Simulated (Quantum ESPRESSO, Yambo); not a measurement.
# A GW chain in Yambo: BP (F-43m), part 3 of 3

Aim: the G0W0 gap of BP (F-43m) on PBE, step by step.

Quantum ESPRESSO 7.5 and Yambo 5.3.0; PBE and many-body steps on it, plane waves. Known limits of the many-body steps: not at the basis limit; coarse k mesh.

So far. Step 3 (Bands along the symmetry lines): The gap is 1.260 eV, −0.021 eV from the run before at this level. Step 4 (Empty states on the mesh, 4×4×4 mesh, 57 bands): On this mesh the gap is 1.347 eV. The earlier step found 1.281 eV, so this mesh misses an edge.

### Step 6. Screening and self-energy, 4×4×4 mesh, 57 bands, screening to 163.3 eV

Now the one-shot GW correction: screening in the RPA, then the self-energy of the levels asked for.

This step: G0W0 on PBE, plane waves, norm-conserving pseudopotentials.

The input, gw1.in:

```
HF_and_locXC
gw0
dyson
ppa
em1d
rim_cut
RandQpts= 1000000
RandGvec= 1 RL
EXXRLvcs= 68 Ry
VXCRLvcs= 272 Ry
Chimod= "HARTREE"
% BndsRnXp
 1 | 57 |
%
NGsBlkXp= 12 Ry
% LongDrXp
 1 | 1 | 1 |
%
% GbndRnge
 1 | 57 |
%
DysSolver= "n"
ExtendOut
PPAPntXp= 27.21138 eV
% QPkrange
 1 | 1 | 3 | 6 |
 7 | 7 | 3 | 6 |
%
```

Run with:

```sh
$ OMP_NUM_THREADS=1 mpirun -n 4 yambo -F gw1.in -J gw1 -C gw1 > gw1.log
```

Log:

```text
 Yambo, version 5.3.0

 [02] CORE Variables Setup
 =========================

  [... cell, symmetries and grids as in the set-up ...]

  [02.05] Energies & Occupations
  ==============================

  [X] === General ===
  [X] Electronic Temperature                        :  0.000000  0.000000 [eV K]
  [X] Bosonic    Temperature                        :  0.000000  0.000000 [eV K]
  [X] Finite Temperature mode                       : no
  [X] El. density                                   :  0.34242E+24 [cm-3]
  [X] Fermi Level                                   :  9.241273 [eV]

  [X] === Gaps and Widths ===
  [X] Conduction Band Min                           :  1.347324 [eV]
  [X] Valence Band Max                              :  0.000000 [eV]
  [X] Filled Bands                                  :   4
  [X] Empty Bands                                   :    5   57
  [X] Direct Gap                                    :  3.406803 [eV]
  [X] Direct Gap localized at k                     :  1
  [X] Indirect Gap                                  :  1.347324 [eV]
  [X] Indirect Gap between kpts                     :   1   7
  [X] Last valence band width                       :  5.466754 [eV]
  [X] 1st conduction band width                     :  3.986001 [eV]

 [03] Transferred momenta grid and indexing
 ==========================================

 IBZ Q-points                                      :   8
 BZ  Q-points                                      :   64

 K/Q-points units:
 rlu = crystal or reduced units; cc = cartesian coordinates; iku = interal k-units

 Q [1]          [rlu]:  0.000000  0.000000  0.000000
 Q [2]          [rlu]: -0.10617E-17 -0.10617E-17  0.25000
 Q [3]          [rlu]:  0.21235E-17  0.21235E-17 -0.50000
 Q [4]          [rlu]: -0.90507E-17  0.25000      0.25000
 Q [5]          [rlu]:  0.10377E-16  0.25000      0.50000
 Q [6]          [rlu]:  0.21235E-17  0.25000     -0.25000
 Q [7]          [rlu]:  0.18101E-16 -0.50000     -0.50000
 Q [8]          [rlu]:  0.250000 -0.500000 -0.250000

 [04] Coloumb potential Random Integration (RIM)
 ===============================================

  [04.01] RIM initialization
  ==========================

  * Diagonal components only detected *

  8 x (sBL volume)        :  0.196662 [a.u.]
  sBZ random points       :  1000000
  Points outside the sBZ  :   7987327
  RL volume               :  1.573293 [a.u.]
  Integrated volume       :  1.575789 [a.u.]

  [04.02] RIM integrals
  =====================

  Gamma point sphere radius             :  0.105485 [a.u.]
  Points outside the sphere             :   799513
  [Int_sBZ(q=0) 1/q^2]*(Vol_sBZ)^(-1/3) =:  7.764325
                                 should be <:  7.795600

  Summary of Coulomb integrals for non-metallic bands |Q|[au] RIM/Bare

  Q [1] 0.100000E-4 0.995988 * Q [2] 0.317261 1.066317
  Q [4] 0.366342 1.065091 * Q [6] 0.518086 1.027759
  Q [5] 0.607509 1.020584 * Q [3] 0.634523 1.018268
  Q [7] 0.732684 1.014689 * Q [8] 0.819165 1.011648

 [05] Dipoles
 ============

  [05.01] Setup: observables and procedures
  =========================================

 [06] Dynamic Dielectric Matrix (PPA)
 ====================================

 [WR./gw1//ndb.pp]---------------------------------------------------------------
  Brillouin Zone Q/K grids (IBZ/BZ)                :    8   64    8   64
  RL vectors                                       :  1917 [WF]
  Coulomb cutoff potential                         : none
  Electronic Temperature                           :  0.000000 [K]
  Bosonic    Temperature                           :  0.000000 [K]
  PPA    diel. fun.  energies                      : Perdew, Burke & Ernzerhof(X)+Perdew, Burke & Ernzerhof(C)
  wavefunctions                                    : Perdew, Burke & Ernzerhof(X)+Perdew, Burke & Ernzerhof(C)
  Global Gauge                                     : length
  X matrix size                                    :  137
  X band range                                     :    1   57
  X e/h energy range                               : -1.000000 -1.000000 [eV]
  X Time ordering                                  : R
  X Hxc Kernel                                     : HARTREE
  X Drude frequency                                :  0.000000  0.000000
  X poles                                          :  100.0000 [o/o]
  RL vectors in the sum                            :  1917
  [r,Vnl] included                                 : yes
  Field direction                                  :  0.577350E-5  0.577350E-5  0.577350E-5
  BZ energy Double Grid                            : no
  BZ energy DbGd points                            : 0
  BZ Q point size factor                           : -1.000000
  X Optical Averaged directions                    : none

 [07] Local Exchange-Correlation + Non-Local Fock
 ================================================

 [VXC] Plane waves :  11935
 [EXS] Plane waves :  1471

 QP @ state[ 1 ] K range:  1  1
 QP @ state[ 1 ] b range:   3   6
 QP @ state[ 2 ] K range:   7   7
 QP @ state[ 2 ] b range:   3   6

 [xc] Functional : Perdew, Burke & Ernzerhof(X)+Perdew, Burke & Ernzerhof(C)
 [xc] LIBXC used to calculate xc functional
  PP Number of Atomic Species                      :  2
  NLCC RL compoments                               :  11935
  PP Number of Atomic Species                      :  2
  NLCC RL compoments                               :  11935

 [xc] E_xc :  -2.825902 [Ha]
      E_xc :  -5.651803 [Ry]

  Local XC kind (lXC) : Perdew, Burke & Ernzerhof(X)+Perdew, Burke & Ernzerhof(C)
  Non-Local XC kind (nlXC) : Hartree-Fock

  Corrections @ K [1] :  [eV]
 <3|nlXC|3> = -15.11594 -0.32534E-17 <3|lXC|3> = -13.31497  0.94405E-16
 <4|nlXC|4> = -15.11586  0.17258E-17 <4|lXC|4> = -13.31497 -0.53104E-19
 <5|nlXC|5> = -7.139479  0.44749E-17 <5|lXC|5> = -12.02101 -0.23596E-16
 <6|nlXC|6> = -7.139737 -0.12833E-16 <6|lXC|6> = -12.02100  0.28323E-15

  Corrections @ K [7] :  [eV]
 <3|nlXC|3> = -15.96384 -0.54871E-17 <3|lXC|3> = -12.50131 -0.11803E-15
 <4|nlXC|4> = -15.96390  0.20758E-17 <4|lXC|4> = -12.50131  0.23623E-16
 <5|nlXC|5> = -6.408129  0.93350E-17 <5|lXC|5> = -10.80516 -0.23622E-16
 <6|nlXC|6> = -6.161084  0.34483E-17 <6|lXC|6> = -10.66008 -0.67843E-16

 [08] Dyson equation: Newton solver
 ==================================

  [08.01] G0W0 (W PPA)
  ====================

  [  GW  ] Bands range     :    1   57
  [GW/PPA] G damping       :  0.100000 [eV]

  QP @ state[ 1 ] K range:  1  1
  QP @ state[ 1 ] b range:   3   6
  QP @ state[ 2 ] K range:   7   7
  QP @ state[ 2 ] b range:   3   6

   Sc/G bands                                       :    1   57
   Sc/G damping                                     :  0.100000 ev
   Sc bands terminator                              : no
   Sx RL components                                 :  1471

   QP @ state[ 1 ] K range                          :  1  1
   QP @ state[ 1 ] b range                          :   3   6
   QP @ state[ 2 ] K range                          :   7   7
   QP @ state[ 2 ] b range                          :   3   6
   GF energies kind                                 : Perdew, Burke & Ernzerhof(X)+Perdew, Burke & Ernzerhof(C)
   GF WF`s kind                                     : Perdew, Burke & Ernzerhof(X)+Perdew, Burke & Ernzerhof(C)
   Xs energies kind                                 : Perdew, Burke & Ernzerhof(X)+Perdew, Burke & Ernzerhof(C)
   Xs WF`s kind                                     : Perdew, Burke & Ernzerhof(X)+Perdew, Burke & Ernzerhof(C)

 [11] Game Over & Game summary
```

It took 10 s on 4 MPI ranks of Arm Neoverse V2, shared host; peak memory 1.1 GiB; 36 s of CPU time.

Numbers from this step:

```
G0W0 gap on the points computed              : 2.002 eV
starting gap on the mesh                     : 1.347 eV
k of the valence top                         : 0, 0, 0
k of the conduction bottom                   : 0, -0.5, -0.5
least direct G0W0 gap on the computed points : 4.256 eV
Z at the valence top                         : 0.7980
Z at the conduction bottom                   : 0.8105
```

The gap on the mesh goes from 1.35 eV to 2.00 eV, a correction of +0.65 eV. The start differs from the 1.28 eV found before because the two sample other k points.

Limits: finite bands, cutoff and mesh; coarse k mesh. v1 is the top filled band, c1 the lowest empty one. Levels before and after the correction, in eV, zero at the valence-band top of each column:

|  | conduction bottom | valence top |
| --- | --- | --- |
| Kohn-Sham | 1.35 | 0.00 |
| G0W0 | 2.00 | 0.00 |

|  | level | energy (eV) |
| --- | --- | --- |
| Kohn-Sham | Γ v2-v1 | 0.000 |
| Kohn-Sham | Γ c1-c2 | 3.407 |
| Kohn-Sham | (0 -0.5 -0.5) v2-v1 | -4.114 |
| Kohn-Sham | (0 -0.5 -0.5) c1 | 1.347 |
| Kohn-Sham | (0 -0.5 -0.5) c2 | 1.667 |
| G0W0 | Γ v2-v1 | 0.000 |
| G0W0 | Γ c1-c2 | 4.256 |
| G0W0 | (0 -0.5 -0.5) v2-v1 | -4.334 |
| G0W0 | (0 -0.5 -0.5) c1 | 2.002 |
| G0W0 | (0 -0.5 -0.5) c2 | 2.372 |

### Step 7. Where the time went

Times are wall times on the hardware named with each run, good to a factor of about two.

| step | time | share | memory (GiB) |
| --- | --- | --- | --- |
| ground state | 1.8 s | 11 % | 0.05 |
| bands along the symmetry lines | 1.5 s | 9 % | 0.05 |
| empty states on the mesh | 1.4 s | 9 % | 0.05 |
| conversion and set-up | 1.8 s | 11 % | 0.23 |
| screening and self-energy | 10 s | 61 % | 1.1 |

### Step 8. Outcome

```
PBE gap                              : 1.26 eV, indirect
G0W0 gap on the mesh                 : 2.00 eV
G0W0 gap over the zone (rigid shift) : 1.91 eV
GW settings                          : 4×4×4 mesh, 57 bands, screening to 163.3 eV, Godby-Needs plasmon pole
known limits                         : not at the basis limit; coarse k mesh
```

What this shows: G0W0 moves the gap on the mesh from 1.35 eV to 2.00 eV (+0.65 eV), with Z of 0.80 and 0.81 at the edges. The mesh misses the band edges by 0.09 eV in all; a rigid shift gives 1.91 eV for the zone. Only 2 of the mesh's irreducible points were corrected, so a valley elsewhere could overtake. The dearest step here is «screening and self-energy». Bands and cutoff are finite, so the gap is not at the basis limit. The miss can reach some tenths of an eV and take either sign; the mesh is an error of its own. In the G0W0 run levels were corrected at 2 k points alone, so a gap called «on the mesh» is the least over those, and an edge elsewhere would be missed. A denser mesh or path gives a starting gap of 1.26 eV: the GW mesh misses a band edge, so its gaps are not the fundamental one. The 4×4×4 mesh is coarse for this cell, which bears on the long-range parts of exchange and screening.

[Paths, hosts, dates, memory and timing lines, banners, echoed tables and standing remarks are left out of the program output.]

[Logs are printed without paths, hosts, clocks, repeated set-up lines and the standing remarks that a program may print on its own settings, such as how far it seeks lower states.]

[Runs of the session that timed out or met a known fault of the program may be left out.]

[Hosts, paths, dates, database ids (printed as entryN), source tags and the programs' standing remarks are cut or masked in the printed files.]
